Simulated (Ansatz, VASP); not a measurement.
## One calculation of Ag, two programs

INCAR

```
PREC = Accurate ; ENCUT = 520
EDIFF = 1E-6 ; ISMEAR = 0
SIGMA = 0.1 ; LREAL = F
LASPH = T ; NELM = 100
ALGO = Fast ; ISIF = 2
LWAVE = F ; LCHARG = F
NBANDS = 30
```

File KPOINTS:

```
Automatic mesh
0
Gamma
  18 18 4
```

File POSCAR:

```
Ag
1.0
    2.9072392986      0.0000000000      0.0000000000
   -1.4536196493      2.5177430876      0.0000000000
    0.0000000000      0.0000000000     10.0729000000
Ag
4
Direct
    0.3333333333      0.6666666667      0.2500000000
    0.6666666667      0.3333333333      0.7500000000
    0.0000000000      0.0000000000      0.0000000000
    0.0000000000      0.0000000000      0.5000000000
```

Input for Ansatz:

```yaml
crystal:
  lattice:
    - [2.9072392986, 0.0, 0.0]
    - [-1.4536196493, 2.5177430876, 0.0]
    - [0.0, 0.0, 10.0729]
  atoms:
    - { symbol: Ag, position: [0.3333333333, 0.6666666667, 0.25] }
    - { symbol: Ag, position: [0.6666666667, 0.3333333333, 0.75] }
    - { symbol: Ag, position: [0.0, 0.0, 0.0] }
    - { symbol: Ag, position: [0.0, 0.0, 0.5] }
basis:
  ecutwfc: 420
kpoints:
  mp_grid: { grid: [18, 18, 4] }
hamiltonian:
  xc: lda
scf:
  occupations: { method: gaussian, width: 0.1 }
output:
  forces: true
  stress: true
  eigenvalues: true
```

Alike in both runs: task single point; functional LDA; k mesh 18 × 18 × 4; occupations gaussian, width 0.1 eV; no spin polarisation.

```csv
,VASP,Ansatz
version,VASP 6.6.1,Ansatz 0.2.0
potentials or method,"VASP PAW LDA potentials, release 64 (Ag)","scalar-relativistic, plane waves, PAW"
plane-wave cutoff (eV),520,420
valence electrons in the cell,44,76
```

Ansatz gave:

```
gap on the k mesh at the Fermi level (eV)       : none
pressure (GPa)                                  : -12.5
largest component of the traceless stress (GPa) : 2.26
```

Question: Which values does VASP return?

Answer: gap on the k mesh at the Fermi level (eV): none; pressure (GPa): -12.4; largest component of the traceless stress (GPa): 2.29.

A gap of «none» marks a metal or a gap that the smearing closes. The two sets of potentials don't hold the same shells in valence.
